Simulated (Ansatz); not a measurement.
**AlN: equation of state with LDA**

Crystal: AlN.

```xyz
4
Lattice="3.3121 0.0000 0.0000 -1.6561 2.8684 0.0000 0.0000 0.0000 4.1876" Properties=species:S:1:pos:R:3 pbc="T T T"
Al    1.6561    0.9561    1.0469
Al    0.0000    1.9123    3.1407
N     1.6561    0.9561    3.1407
N     0.0000    1.9123    1.0469
```

Measurements of this composition are mostly on another form, of space group No. 186.

* Program: Ansatz 0.2.0
* Task: equation of state
* Functional: LDA
* Potentials or basis: all-electron LAPW, scalar-relativistic
* Basis error allowed: 0.002 eV/atom
* k mesh: 9 × 9 × 7
* Occupations: fermi-dirac, width 0.05 eV
* Spin: no spin polarisation

```json
{
  "Equilibrium volume": "9.54 Å³/atom",
  "Bulk modulus at fixed shape and positions": "226 GPa",
  "Pressure derivative of the bulk modulus": "4.0"
}
```

Energy against volume, from the lowest point:
| volume (Å³/atom) | energy (meV/atom) |
| --- | --- |
| 9.349 | 2.85 |
| 9.548 | 0.00 |
| 9.747 | 2.98 |
| 9.946 | 11.24 |
| 10.145 | 24.24 |
| 10.344 | 41.54 |
| 10.543 | 62.67 |

All runs of the series together: 26 s on 2 threads of Intel(R) Xeon(R) 6975P-C (Granite Rapids) (shared host).

Caveat: the cell was scaled at fixed shape and fractional positions, which overstates the stiffness of a crystal with free parameters, most of all of layers and chains.
